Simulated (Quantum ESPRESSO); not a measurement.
Mo:

```
Mo
1.0
    -1.58381    1.58381    1.58381
     1.58381   -1.58381    1.58381
     1.58381    1.58381   -1.58381
Mo
1
Direct
  0.00000 0.00000 0.00000
```

- Program: Quantum ESPRESSO 7.5
- Task: Hubbard U by linear response
- Functional: LDA
- Potentials or basis: GBRV 1.5 LDA
- Cutoff: 612 eV
- Density cutoff: 4898 eV
- k mesh: 10 × 10 × 10
- Occupations: cold, width 0.2 eV
- Spin: no spin polarisation
- Hubbard terms: Mo d U = 2.0 eV
- Start of the occupations: default
- Hubbard projectors: ortho-atomic
- Form of the LDA correlation: PZ81
- Mixing beta: 0.3
- Most SCF iterations: 120
- SCF threshold: 2e-10 Ry
- q mesh: 2 × 2 × 2

Q: What Hubbard parameters does linear response give?

A: U = 3.25 eV on Mo 4d. The values belong to these projectors, potentials and this ground state, and don't carry over to other codes.

Hubbard U from linear response:
| site | manifold | U (eV) |
| --- | --- | --- |
| 1 | Mo-4d | 3.25 |
On the first site the bare response is -1.128 and the screened one -0.221 eV⁻¹.

Eigenvalues of the final occupation matrices:
| site | spin | trace | eigenvalues |
| --- | --- | --- | --- |
| Mo 1 4d | each | 2.41 | 0.38 0.38 0.55 0.55 0.55 |

Caveat: the computed U isn't converged in cell size; U without spin polarisation on a metal has little footing; the U is typed as a test and isn't derived for this compound.
